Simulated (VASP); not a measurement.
# BN (P6_3/mmc) in VASP: further runs, part 2 of 2

VASP 6.6.1.

### Step 3. Relaxation of cell and atoms, PBE+D4

This run uses another cell than the first one, of 8.89 Å³/atom, 0.991 times its volume.

File INCAR:

```
  PREC = Accurate
  ENCUT = 520
  EDIFF = 1E-7
  ISMEAR = 0
  SIGMA = 0.02
  LREAL = False
  LASPH = True
  NELM = 60
  ALGO = Normal
  ISIF = 3
  LWAVE = False
  LCHARG = False
  GGA = PE
  IVDW = 13
  IBRION = 2
  NSW = 80
  EDIFFG = -0.002
  KPAR = 4
```

File KPOINTS:

```
Automatic mesh
0
Gamma
  15 15 6
```

File POSCAR:

```
BN                                      
1.0
    2.5074214142     -0.0000000000      0.0000000000
   -1.2537107071      2.1714906379     -0.0000000000
    0.0000000000     -0.0000000000      6.5290786054
  B               N             
     2     2
Direct
     0.3333333300000021    0.6666666699999979    0.2500000000000000
     0.6666666699999979    0.3333333300000021    0.7500000000000000
     0.3333333300000021    0.6666666699999979    0.7500000000000000
     0.6666666699999979    0.3333333300000021    0.2500000000000000
```

Potentials or basis: VASP PAW PBE potentials, release 64 (B, N).

Launch:

```console
$ cat potpaw_PBE.64/B/POTCAR potpaw_PBE.64/N/POTCAR > POTCAR
$ mpirun -np 4 vasp_std > vasp.out
```

OUTCAR:

```text
PREC = Accurate
   ENCUT = 520
   EDIFF = 1E-7
   ISMEAR = 0
   LREAL = False
   LASPH = True
   NELM = 60
   ISIF = 3
   GGA = PE
   IVDW = 13
   IBRION = 2
   NSW = 80
   EDIFFG = -0.002

 ion  position               nearest neighbor table
   1  0.333  0.667  0.250-   4 1.45   4 1.45   4 1.45
   2  0.667  0.333  0.750-   3 1.45   3 1.45   3 1.45
   3  0.333  0.667  0.750-   2 1.45   2 1.45   2 1.45
   4  0.667  0.333  0.250-   1 1.45   1 1.45   1 1.45

  LATTYP: Found a hexagonal cell.
 ALAT       =     2.5074214142
 C/A-ratio  =     2.6039015893

  Lattice vectors:

 A1 = (   2.5074214142,   0.0000000000,   0.0000000000)
 A2 = (  -1.2537107071,   2.1714906379,   0.0000000000)
 A3 = (   0.0000000000,   0.0000000000,   6.5290786054)

Analysis of symmetry for initial positions (statically):
=====================================================================
 Subroutine PRICEL returns:
 Original cell was already a primitive cell.

 Routine SETGRP: Setting up the symmetry group for a
 hexagonal supercell.

 Subroutine GETGRP returns: Found 24 space group operations
 (whereof 12 operations were pure point group operations)
 out of a pool of 24 trial point group operations.

The static configuration has the point symmetry D_3d.
 The point group associated with its full space group is D_6h.

Analysis of symmetry for dynamics (positions and initial velocities):
=====================================================================
 Subroutine PRICEL returns:
 Original cell was already a primitive cell.

 Routine SETGRP: Setting up the symmetry group for a
 hexagonal supercell.

 Subroutine GETGRP returns: Found 24 space group operations
 (whereof 12 operations were pure point group operations)
 out of a pool of 24 trial point group operations.

The dynamic configuration has the point symmetry D_3d.
 The point group associated with its full space group is D_6h.

 Subroutine INISYM returns: Found 24 space group operations
 (whereof 12 operations are pure point group operations),
 and found     1 'primitive' translations

----------------------------------------------------------------------------------------

                                     Primitive cell

  volume of cell :      35.5498

  direct lattice vectors                    reciprocal lattice vectors
     2.507421414  0.000000000  0.000000000     0.398816088  0.230256576  0.000000000
    -1.253710707  2.171490638  0.000000000     0.000000000  0.460513153  0.000000000
     0.000000000  0.000000000  6.529078605     0.000000000  0.000000000  0.153160968

  length of vectors
     2.507421414  2.507421410  6.529078605     0.460513152  0.460513153  0.153160968

  position of ions in fractional coordinates (direct lattice)
     0.333333330  0.666666670  0.250000000
     0.666666670  0.333333330  0.750000000
     0.333333330  0.666666670  0.750000000
     0.666666670  0.333333330  0.250000000

  ion indices of the primitive-cell ions
   primitive index   ion index
                 1           1
                 2           2
                 3           3
                 4           4

----------------------------------------------------------------------------------------

[... 56 lines left out ...]
   ions per type =               2   2
   NGX,Y,Z   is equivalent  to a cutoff of  13.26, 13.26, 12.73 a.u.
   NGXF,Y,Z  is equivalent  to a cutoff of  26.52, 26.52, 25.46 a.u.
 SYSTEM =  unknown system
   PREC   = accura    normal or accurate (medium, high low for compatibility)
   ISTART =      0    job   : 0-new  1-cont  2-samecut
   ICHARG =      2    charge: 1-file 2-atom 10-const
   ISPIN  =      1    spin polarized calculation?
   LNONCOLLINEAR =      F non collinear calculations
   LSORBIT =      F    spin-orbit coupling
   LASPH  =      T    aspherical Exc in radial PAW
   ENCUT  =  520.0 eV  38.22 Ry    6.18 a.u.   4.66  4.66 12.14*2*pi/ulx,y,z
   NELM   =     60;   NELMIN=  2; NELMDL= -5     # of ELM steps
   EDIFF  = 0.1E-06   stopping-criterion for ELM
   LREAL  =      F    real-space projection
   EDIFFG = -.2E-02   stopping-criterion for IOM
   NSW    =     80    number of steps for IOM
   IBRION =      2    ionic relax: 0-MD 1-quasi-New 2-CG
   NFREE  =      1    steps in history (QN), initial steepest desc. (CG)
   ISIF   =      3    stress and relaxation
   ISYM   =      2    0-nonsym 1-usesym 2-fastsym
   POTIM  = 0.5000    time-step for ionic-motion
   TEBEG  =    0.0;   TEEND  =   0.0 temperature during run
   PSTRESS=    0.0 pullay stress
   NELECT =      16.0000    total number of electrons
   NUPDOWN=      -1.0000    fix difference up-down
   EMIN   =  10.00;   EMAX   =-10.00  energy-range for DOS
   EFERMI =   0.00;   METHOD = LEGACY
   ISMEAR =     0;   SIGMA  =   0.02  broadening in eV -4-tet -1-fermi 0-gaus
   EFERMI_NEDOS =   21; number of points for ismear=-14 and -15
   IALGO  =     38    algorithm
   IMIX   =      4    mixing-type and parameters
     AMIX     =   0.40;   BMIX     =  1.00
     AMIX_MAG =   1.60;   BMIX_MAG =  1.00
  volume/ion in A,a.u.               =       8.89        59.98
  Fermi-wavevector in a.u.,A,eV,Ry     =   1.254592  2.370835 21.415577  1.574000
  Thomas-Fermi vector in A             =   2.388389
   LORBIT       =      0    0 simple, 1 ext, 2 COOP (PROOUT), +10 PAW based schemes
   GGA     = PE    functional components
   LHFCALC =     F    Hartree Fock is set to
   AEXX    =    0.0000 exact exchange contribution
   IVDW    =    13    specifies the selected vdW correction
   LEPSILON=     F    determine dielectric tensor
   LRPA    =     F    only Hartree local field effects (RPA)
 conjugate gradient relaxation of ions
 non-spin polarized calculation
 Gauss-broadening in eV      SIGMA  =   0.02
  energy-cutoff  :      520.00
  volume of cell :       35.55
 maximum number of plane-waves:       973
 NGX is ok and might be reduce to    20
   NGX =  9   NGY =  9   NGZ = 25

 number of electron      15.9999998 magnetization

 Free energy of the ion-electron system (eV)
  ---------------------------------------------------
  ext. energy  EPLUGINS =         0.00000000
  ---------------------------------------------------
  free energy    TOTEN  =       -35.14231956 eV

  energy without entropy =      -35.14231956  energy(sigma->0) =      -35.14231956

 E-fermi :   2.5989     XC(G=0): -10.1733

 val. band max:        2.4342283346   @ k =   0.3333   0.2667   0.0000
 cond. band min:       6.6848504580   @ k =   0.4667   0.0667   0.0000
 fundamental gap:      4.2506221234
 Fermi energy:         2.5989253504

 k-point     1 :       0.0000    0.0000    0.0000
  band No.  band energies     occupation
      1     -15.4008      2.00000
      2     -15.0658      2.00000
      3      -3.8767      2.00000
      4      -1.5689      2.00000
      5       1.0566      2.00000
      6       1.0566      2.00000
      7       1.1009      2.00000
      8       1.1009      2.00000
      9       7.7630      0.00000
     10      12.8916      0.00000
     11      13.8988      0.00000
     12      13.9015      0.00000
[... 331 lines left out ...]
 k-point    24 :       0.4000    0.2000    0.0000
  band No.  band energies     occupation
      1     -11.8583      2.00000
      2     -11.7939      2.00000
      3      -6.0535      2.00000
      4      -5.9557      2.00000
      5      -3.5437      2.00000
      6      -3.4550      2.00000
      7       1.5200      2.00000
      8       2.3356      2.00000
      9       6.9675      0.00000
     10       7.8178      0.00000
     11      14.1408      0.00000
     12      14.3912      0.00000

 [... further k-points ...]

------------------------ aborting loop because EDIFF is reached ----------------------------------------

  DFT-D4 for vdW energy calculation

  Edisp (eV):   -0.65346

  FORCE on cell =-STRESS in cart. coord.  units (eV):
  Direction    XX          YY          ZZ          XY          YZ          ZX
  --------------------------------------------------------------------------------------
  -------------------------------------------------------------------------------------
  Total      -0.00012    -0.00012    -0.00399     0.00000    -0.00000    -0.00000
  in kB      -0.00526    -0.00526    -0.17967     0.00000    -0.00000    -0.00000
  external pressure =       -0.06 kB  Pullay stress =        0.00 kB

 VOLUME and BASIS-vectors are now :
 -----------------------------------------------------------------------------
  energy-cutoff  :      520.00
  volume of cell :       35.55
      direct lattice vectors                 reciprocal lattice vectors
     2.507421414  0.000000000  0.000000000     0.398816088  0.230256576  0.000000000
    -1.253710707  2.171490638  0.000000000     0.000000000  0.460513153  0.000000000
     0.000000000  0.000000000  6.529078605     0.000000000  0.000000000  0.153160968

 POSITION                                       TOTAL-FORCE (eV/Angst)
 -----------------------------------------------------------------------------------
     -0.00000      1.44766      1.63227        -0.000000     -0.000000      0.000000
      1.25371      0.72383      4.89681        -0.000000      0.000000      0.000000
     -0.00000      1.44766      4.89681         0.000000      0.000000      0.000000
      1.25371      0.72383      1.63227         0.000000      0.000000      0.000000
 -----------------------------------------------------------------------------------
    total drift:                               -0.000002      0.000001      0.000000

  FREE ENERGIE OF THE ION-ELECTRON SYSTEM (eV)
  ---------------------------------------------------
  free  energy   TOTEN  =       -35.7957759789 eV

  energy  without entropy=      -35.7957759789  energy(sigma->0) =      -35.79577598

 reached required accuracy - stopping structural energy minimisation
```

Run time: 10 s. Hardware: 4 MPI ranks of Intel Xeon Platinum 8488C (Sapphire Rapids), shared host; peak memory 0.16 GiB.

What came out:

| Item | Value |
| --- | --- |
| Free energy | -35.7958 eV |
| Pressure after relaxing | 0.0 GPa |
| Band gap on the k mesh | 4.25 eV, indirect (least direct gap 4.63 eV) |
| Dispersion energy per atom | -0.163 eV |

Final structure:
```
CELL_PARAMETERS angstrom
2.50742 0.00000 0.00000
-1.25371 2.17149 0.00000
0.00000 0.00000 6.52908
ATOMIC_POSITIONS crystal
B 0.33333 0.66667 0.25000
B 0.66667 0.33333 0.75000
N 0.33333 0.66667 0.75000
N 0.66667 0.33333 0.25000
```

Caveat: the relaxation stopped at its first step, so nothing moved; an odd mesh through Γ misses points on the zone boundary, where band edges often lie.

### Step 4. Vibrations by finite differences, PBE+D4

This run uses another cell than the first one, of 8.89 Å³/atom, 0.991 times its volume.

File INCAR:

```
PREC = Accurate
ENCUT = 520
EDIFF = 1E-8
ISMEAR = 0
SIGMA = 0.02
LREAL = F
LASPH = T
NELM = 60
ALGO = Normal
ISIF = 2
LWAVE = F
LCHARG = F
GGA = PE
IVDW = 13
IBRION = 6
NFREE = 2
POTIM = 0.015
NSW = 1
KPAR = 4
```

KPOINTS is that of step 3.

Changes to POSCAR since step 3:

```diff
@@ -2,5 +2,5 @@
 1.0
-    2.5074214142     -0.0000000000      0.0000000000
-   -1.2537107071      2.1714906379     -0.0000000000
-    0.0000000000     -0.0000000000      6.5290786054
+    2.5074214142      0.0000000000      0.0000000000
+   -1.2537107071      2.1714906379      0.0000000000
+    0.0000000000      0.0000000000      6.5290786054
   B               N
```

Launch:

```console
$ cat potpaw_PBE.64/B/POTCAR potpaw_PBE.64/N/POTCAR > POTCAR
$ mpirun -np 4 vasp_std > vasp.out
```

It took 2 min on 4 MPI ranks of Intel Xeon Platinum 8488C (Sapphire Rapids), shared host; peak memory 0.39 GiB.

The run converged. Its results:

| Item | Value |
| --- | --- |
| Highest phonon frequency at Γ, LO-TO splitting left out | 1349 cm⁻¹ |
| Dispersion energy per atom | -0.163 eV |

Phonon frequencies in cm⁻¹ (negative: imaginary):
```tsv
q point	frequencies
(0.000, 0.000, 0.000)	0 0 0 49 49 127 740 796 1349 1349 1349 1349
```
